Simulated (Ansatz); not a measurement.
Results of r²SCAN+SOC (PAW; Ansatz, an electronic-structure program) for GeTe (R3m, No. 160, 2 atoms in the cell).

Numerical settings: plane-wave cutoff 560 eV, 10×10×10 k mesh, Fermi–Dirac smearing 0.01 eV, PAW data made under PBE.

Cell (relaxed with PBEsol):

```xyz
2
Lattice="2.0809 1.2014 3.4882 -2.0809 1.2014 3.4882 0.0000 -2.4028 3.4882" Properties=species:S:1:pos:R:3 pbc="T T T"
Ge     0.0000     0.0000    10.4524
Te     0.0000     0.0000     5.4644
```

**Question.** Predict the band gap, smallest direct gap on the k points sampled and direct gap at Γ.

**Answer.** 
* **band gap**: 0.32 eV (indirect)
* **smallest direct gap on the k points sampled**: 0.44 eV
* **direct gap at Γ**: 4.86 eV

Note: cell and atoms aren't relaxed at this level (largest force component 0.13 eV/Å, pressure 1.9 GPa).

The computed numbers hold no vibrational or temperature effects.

The result took about 8 core-minutes (a rough figure).
